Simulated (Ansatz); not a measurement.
## BeTe2: balancing the decomposition

Level of theory: DFT PBE, scalar-relativistic, plane waves, PAW (Ansatz). All cells share a 420 eV cutoff and Γ-centred k meshes spaced about 0.3 Å⁻¹ or finer (0.25 for metals, 2π included). No spin polarisation.

The zero of energy is the elements' standard structures at the same level; no fitted shifts are applied.

Temperature and zero-point effects are left out. Weakly bound directions are ill-defined at this level, which has no dispersion term (BeTe2 Ibam). These runs have no spin–orbit coupling, which can matter for Te. The reference form of Te is held partly by dispersion forces, which this level lacks.

A trial structure of BeTe2 (reached from: a cell proposed by chemical analogy; relaxed: space group Ibam (No. 72), a = 4.601 Å, b = 10.001 Å, c = 6.802 Å) has a formation energy of -0.126 eV/atom. It holds Te–Te pairs (shortest 2.91 Å). At its composition the lowest mixture among the elements and 1 reference phase computed alike (others may be missing) consists of these:

| phase | source | ΔE_f (eV/atom) |
| --- | --- | --- |
| Te (solid) | element | 0.000 |
| BeTe (F-43m) | COD | -0.361 |

Q: Write the balanced decomposition and find its energy per atom, per formula unit and per mole of formula units.

A: Balancing Be and Te gives BeTe2 → Te + BeTe. The left side holds 3 atoms, and the products take 1/3 (Te) and 2/3 (BeTe) of them. The mixture therefore lies at 1/3 × (0.000) + 2/3 × (-0.361) = -0.241 eV/atom. The reaction energy is -0.241 − (-0.126) = -0.115 eV/atom. Times 3 atoms that is -0.345 eV per BeTe2, and times 96.485 it is -33 kJ per mole of BeTe2. Decomposition is downhill, so the trial structure is unstable against this mixture.
